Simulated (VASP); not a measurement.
Input of a VASP 6.6.1 run:

File INCAR:

```
SYSTEM = Se
PREC = Accurate ; ENCUT = 600
EDIFF = 1E-6 ; ISMEAR = 0
SIGMA = 0.03 ; LREAL = .FALSE.
LASPH = .TRUE. ; NELM = 80
ALGO = Normal ; ISIF = 3
LWAVE = .FALSE. ; LCHARG = .FALSE.
METAGGA = R2SCAN ; LMIXTAU = .TRUE.
IBRION = 2 ; NSW = 90
EDIFFG = -0.01
```

File KPOINTS:

```
Automatic mesh
0
G
  9 9 6
  0 0 0
```

File POSCAR:

```
Se
1.0
    4.3662000000      0.0000000000      0.0000000000
   -2.1831000000      3.7812401180      0.0000000000
    0.0000000000      0.0000000000      4.9536000000
Se
3
Direct
    0.2254000000      0.0000000000      0.3333333333
    0.0000000000      0.2254000000      0.6666666667
    0.7746000000      0.7746000000      0.0000000000
```

Potentials or basis: VASP PAW PBE potentials, release 64 (Se).

Launch:

```console
$ cat potpaw_PBE.64/Se/POTCAR > POTCAR
$ mpirun -np 1 vasp_std > vasp.out
```

(1) What does it give for the space group after relaxing (to 0.05 Å)?

(2) Predict the relaxed cell.

Results:

(1) P3_121 (No. 152).

(2) a = 4.501 Å, b = 4.501 Å, c = 4.994 Å, α = 90.00°, β = 90.00°, γ = 120.00°.
